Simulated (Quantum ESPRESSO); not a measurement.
# PbSe (Pm-3m) in Quantum ESPRESSO: single point with PBEsol

Aim: the single point of PbSe with PBEsol.

All numbers are computed with Quantum ESPRESSO 7.5; they aren't measurements. Logs are shortened: lines on timing, memory, paths and dates and some standing lists are left out, and cuts for length are marked.

## (1) The structure

Symmetry: Pm-3m, No. 221, cubic system. Conventional cell: a = 3.784 Å, b = 3.784 Å, c = 3.784 Å, α = 90.00°, β = 90.00°, γ = 90.00°. Pb (site symmetry m-3m) has 8 Se at 3.28 Å as nearest neighbours. Around Se (site symmetry m-3m) lie 8 Pb at 3.28 Å.

Measurements of this composition are mostly on another form, of space group No. 225.

## (2) Single point, PBEsol

Contents of scf.in:

```
&CONTROL
  calculation = 'scf'
  prefix = 'pwscf'
  outdir = './tmp'
  pseudo_dir = './pseudo'
/
&SYSTEM
  ibrav = 0
  nat = 2
  ntyp = 2
  ecutwfc = 104
  nbnd = 32
  occupations = 'smearing'
  smearing = 'fd'
  degauss = 0.00367493
  force_symmorphic = .true.
/
&ELECTRONS
  conv_thr = 4d-10
  electron_maxstep = 120
  mixing_beta = 0.5
/
ATOMIC_SPECIES
Pb   207.2000 Pb.upf
Se    78.9710 Se.upf
CELL_PARAMETERS angstrom
   3.7843220000    0.0000000000    0.0000000000
   0.0000000000    3.7843220000    0.0000000000
   0.0000000000    0.0000000000    3.7843220000
ATOMIC_POSITIONS crystal
Pb     0.0000000000    0.0000000000    0.0000000000
Se     0.5000000000    0.5000000000    0.5000000000
K_POINTS automatic
8 8 8 0 0 0
```

Contents of nscf.in:

```
&CONTROL
  calculation = 'nscf'
  prefix = 'pwscf'
  outdir = './tmp'
  pseudo_dir = './pseudo'
/
&SYSTEM
  ibrav = 0
  nat = 2
  ntyp = 2
  ecutwfc = 104
  nbnd = 123
  occupations = 'smearing'
  smearing = 'fd'
  degauss = 0.00367493
  force_symmorphic = .true.
/
&ELECTRONS
  conv_thr = 1d-08
  diago_full_acc = .true.
  diago_thr_init = 1d-06
/
ATOMIC_SPECIES
Pb   207.2000 Pb.upf
Se    78.9710 Se.upf
CELL_PARAMETERS angstrom
   3.7843220000    0.0000000000    0.0000000000
   0.0000000000    3.7843220000    0.0000000000
   0.0000000000    0.0000000000    3.7843220000
ATOMIC_POSITIONS crystal
Pb     0.0000000000    0.0000000000    0.0000000000
Se     0.5000000000    0.5000000000    0.5000000000
K_POINTS automatic
4 4 4 0 0 0
```

Potentials or basis: PseudoDojo 0.4 SR PBEsol stringent.

Run with:

```bash
$ OMP_NUM_THREADS=1 pw.x -in scf.in > scf.out
$ OMP_NUM_THREADS=1 pw.x -in nscf.in > nscf.out
```

scf.out:

```text
This program is part of the open-source Quantum ESPRESSO suite
     for quantum simulation of materials; please cite
[... 9 lines left out ...]
     --------------------
     sticks:   dense  smooth     PW     G-vecs:    dense   smooth      PW
     Sum        1693    1693    489                52299    52299    8217

     Using Slab Decomposition

     bravais-lattice index     =            0
     lattice parameter (alat)  =       7.1513  a.u.
     unit-cell volume          =     365.7302 (a.u.)^3
     number of atoms/cell      =            2
     number of atomic types    =            2
     number of electrons       =        46.00
     number of Kohn-Sham states=           32
     kinetic-energy cutoff     =     104.0000  Ry
     charge density cutoff     =     416.0000  Ry
     scf convergence threshold =      4.0E-10
     mixing beta               =       0.5000
     number of iterations used =            8  plain     mixing
     Exchange-correlation= PBESOL
                           (   1   4  10   8   0   0   0)

     celldm(1)=   7.151332  celldm(2)=   0.000000  celldm(3)=   0.000000
     celldm(4)=   0.000000  celldm(5)=   0.000000  celldm(6)=   0.000000

     crystal axes: (cart. coord. in units of alat)
               a(1) = (   1.000000   0.000000   0.000000 )
               a(2) = (   0.000000   1.000000   0.000000 )
               a(3) = (   0.000000   0.000000   1.000000 )

     reciprocal axes: (cart. coord. in units 2 pi/alat)
               b(1) = (  1.000000  0.000000  0.000000 )
               b(2) = (  0.000000  1.000000  0.000000 )
               b(3) = (  0.000000  0.000000  1.000000 )

     PseudoPot. # 1 for Pb read from file:
     Pb.upf
     Pseudo is Norm-conserving + core correction, Zval = 22.0
     Generated using ONCVPSP code by D. R. Hamann
     Using radial grid of 1678 points,  6 beta functions with:
                l(1) =   0
                l(2) =   0
                l(3) =   1
                l(4) =   1
                l(5) =   2
                l(6) =   2

     PseudoPot. # 2 for Se read from file:
     Se.upf
     Pseudo is Norm-conserving + core correction, Zval = 24.0
     Generated using ONCVPSP code by D. R. Hamann
     Using radial grid of 1198 points,  6 beta functions with:
                l(1) =   0
                l(2) =   0
                l(3) =   1
                l(4) =   1
                l(5) =   2
                l(6) =   2

     atomic species   valence    mass     pseudopotential
     Pb               22.00   207.20000     Pb( 1.00)
     Se               24.00    78.97100     Se( 1.00)

     48 Sym. Ops., with inversion, found

   Cartesian axes

     site n.     atom                  positions (alat units)
         1        Pb     tau(   1) = (   0.0000000   0.0000000   0.0000000  )
         2        Se     tau(   2) = (   0.5000000   0.5000000   0.5000000  )

     number of k points=    35  Fermi-Dirac smearing, width (Ry)=  0.0037
                       cart. coord. in units 2pi/alat
        k(    1) = (   0.0000000   0.0000000   0.0000000), wk =   0.0039062
        k(    2) = (   0.0000000   0.0000000   0.1250000), wk =   0.0234375
        k(    3) = (   0.0000000   0.0000000   0.2500000), wk =   0.0234375
        k(    4) = (   0.0000000   0.0000000   0.3750000), wk =   0.0234375
        k(    5) = (   0.0000000   0.0000000  -0.5000000), wk =   0.0117188
        k(    6) = (   0.0000000   0.1250000   0.1250000), wk =   0.0468750
[... 27 lines left out ...]
        k(   34) = (   0.3750000  -0.5000000  -0.5000000), wk =   0.0234375
        k(   35) = (  -0.5000000  -0.5000000  -0.5000000), wk =   0.0039062

     Dense  grid:    52299 G-vectors     FFT dimensions: (  48,  48,  48)

     Check: negative core charge=   -0.000019

     Initial potential from superposition of free atoms

     starting charge      45.9980, renormalised to      46.0000
     Starting wfcs are   26 randomized atomic wfcs +    6 random wfcs

     Self-consistent Calculation

     iteration #  1     ecut=   104.00 Ry     beta= 0.50
     Davidson diagonalization with overlap
     ethr =  1.00E-02,  avg # of iterations =  4.1

     Threshold (ethr) on eigenvalues was too large:
     Diagonalizing with lowered threshold

     Davidson diagonalization with overlap
     ethr =  2.25E-04,  avg # of iterations =  2.1

     total energy              =   -1095.36424858 Ry
     estimated scf accuracy    <       0.10281294 Ry
[... 57 lines left out ...]
     iteration # 10     ecut=   104.00 Ry     beta= 0.50
     Davidson diagonalization with overlap
     ethr =  3.06E-12,  avg # of iterations =  1.9

     End of self-consistent calculation

          k = 0.0000 0.0000 0.0000 (  6619 PWs)   bands (ev):

  -195.4726-135.1453-135.1453-135.1453-128.3904 -70.0187 -70.0187 -70.0187
   -35.5268 -35.5268 -35.5268 -35.5266 -35.5266  -5.4955  -5.4955  -5.3459
    -5.3459  -5.3459  -1.8716   4.2645   9.8547   9.8547   9.8547  16.4114
    16.4114  17.3911  17.3911  17.3911  22.5001  24.2049  24.2049  24.2049
[... 87 lines left out ...]
  -195.4726-135.1453-135.1453-135.1453-128.3904 -70.0191 -70.0190 -70.0187
   -35.5270 -35.5269 -35.5269 -35.5263 -35.5258  -5.4668  -5.4365  -5.3816
    -5.3748  -5.3189  -0.2851   3.5199   7.3427   7.6252  11.3047  14.8959
    15.3104  15.9808  18.6313  20.4151  20.7858  21.0998  23.7682  24.6788

          k = 0.0000-0.5000-0.5000 (  6536 PWs)   bands (ev):

  -195.4726-135.1453-135.1453-135.1453-128.3904 -70.0191 -70.0191 -70.0187
   -35.5271 -35.5269 -35.5269 -35.5263 -35.5257  -5.4796  -5.4318  -5.3804
    -5.3804  -5.3043  -0.1790   3.8748   6.9864   6.9864  11.3453  15.4375
    15.4375  16.3201  18.0595  19.9987  20.4785  20.4785  25.2969  25.2969
[... 59 lines left out ...]
  -195.4726-135.1453-135.1453-135.1453-128.3904 -70.0191 -70.0190 -70.0187
   -35.5270 -35.5269 -35.5269 -35.5263 -35.5258  -5.4617  -5.4178  -5.3906
    -5.3830  -5.3183  -0.2441   3.6477   7.4907   7.7638  10.7773  13.8812
    14.5395  15.7323  19.0566  20.7523  21.5006  22.8378  24.2763  24.9994

          k = 0.1250-0.5000-0.5000 (  6544 PWs)   bands (ev):

  -195.4726-135.1453-135.1453-135.1453-128.3904 -70.0191 -70.0191 -70.0187
   -35.5270 -35.5269 -35.5269 -35.5262 -35.5257  -5.4735  -5.4128  -5.3889
    -5.3889  -5.3040  -0.1475   3.9917   7.1598   7.1598  10.8783  14.6131
    14.6131  14.8839  18.9074  21.3962  21.3962  21.7725  25.6057  25.6057
[... 31 lines left out ...]
  -195.4726-135.1453-135.1453-135.1453-128.3904 -70.0191 -70.0190 -70.0189
   -35.5270 -35.5270 -35.5269 -35.5260 -35.5258  -5.4493  -5.4121  -5.4025
    -5.3726  -5.3167  -0.1410   4.0050   7.9000   8.1232   9.8304  12.1169
    13.4100  14.2235  20.7175  22.4421  22.5439  25.3560  25.8631  26.0899

          k = 0.2500-0.5000-0.5000 (  6536 PWs)   bands (ev):

  -195.4726-135.1453-135.1453-135.1453-128.3904 -70.0191 -70.0191 -70.0189
   -35.5270 -35.5270 -35.5270 -35.5260 -35.5257  -5.4589  -5.4095  -5.4095
    -5.3670  -5.3031  -0.0680   4.3142   7.6640   7.6640   9.9855  12.8459
    13.0558  13.0558  20.9287  23.0849  23.0849  24.8156  26.6065  26.6065
[... 10 lines left out ...]
  -195.4726-135.1453-135.1453-135.1453-128.3904 -70.0191 -70.0190 -70.0190
   -35.5270 -35.5270 -35.5270 -35.5258 -35.5258  -5.4396  -5.4308  -5.4218
    -5.3305  -5.3121  -0.0311   4.4712   8.3629   8.4328   9.2242  11.0914
    12.1703  12.6468  22.7258  23.5332  23.8790  27.3771  27.6176  27.6866

          k = 0.3750-0.5000-0.5000 (  6576 PWs)   bands (ev):

  -195.4726-135.1453-135.1453-135.1453-128.3904 -70.0191 -70.0191 -70.0190
   -35.5270 -35.5270 -35.5270 -35.5258 -35.5257  -5.4442  -5.4298  -5.4298
    -5.3210  -5.3023   0.0167   4.7208   8.4268   8.4268   9.2713  11.3077
    11.5499  11.5499  23.4007  24.4644  24.4644  27.8616  28.1325  28.1325

          k =-0.5000-0.5000-0.5000 (  6488 PWs)   bands (ev):

  -195.4726-135.1453-135.1453-135.1453-128.3904 -70.0191 -70.0191 -70.0191
   -35.5270 -35.5270 -35.5270 -35.5257 -35.5257  -5.4382  -5.4382  -5.4382
    -5.3019  -5.3019   0.0534   4.9284   9.0072   9.0072   9.0072  10.7110
    10.7110  10.7110  25.0363  25.0363  25.0363  28.3945  28.6421  28.6421

     the Fermi energy is    11.3629 ev

!    total energy              =   -1095.39746523 Ry
     estimated scf accuracy    <          4.5E-11 Ry
     smearing contrib. (-TS)   =      -0.00054914 Ry
     internal energy E=F+TS    =   -1095.39691609 Ry

     The total energy is F=E-TS. E is the sum of the following terms:
     one-electron contribution =    -814.17090046 Ry
     hartree contribution      =     382.17435523 Ry
     xc contribution           =    -124.42670370 Ry
     ewald contribution        =    -538.97366717 Ry

     convergence has been achieved in  10 iterations

=------------------------------------------------------------------------------=
   JOB DONE.
=------------------------------------------------------------------------------=
```

nscf.out:

```text
This program is part of the open-source Quantum ESPRESSO suite
     for quantum simulation of materials; please cite
         "P. Giannozzi et al., J. Phys.:Condens. Matter 21 395502 (2009);
         "P. Giannozzi et al., J. Phys.:Condens. Matter 29 465901 (2017);
         "P. Giannozzi et al., J. Chem. Phys. 152 154105 (2020);
     in publications or presentations arising from this work. More details at

[... 288 lines left out ...]
    83.4495  83.4495  83.4495  83.6450  87.9761  87.9761  87.9761  88.4357
    88.4357  91.0577  91.0577

     the Fermi energy is    11.3116 ev
     (compare with:    11.3629 eV, computed in scf)

=------------------------------------------------------------------------------=
   JOB DONE.
=------------------------------------------------------------------------------=
```

Run time: 2.4 min. Hardware: 1 thread of Intel Xeon Platinum 8124M at 3.00GHz (Skylake/Cascade Lake), shared host; peak memory 0.19 GiB.

Results:

```
Band gap on the k mesh, mean-field level : none (metal or under the smearing width)
```

Caveat: the k mesh is coarse (spacing up to 0.42 Å⁻¹), so the values aren't converged. Spin-orbit coupling is left out, which matters for the levels of Pb.
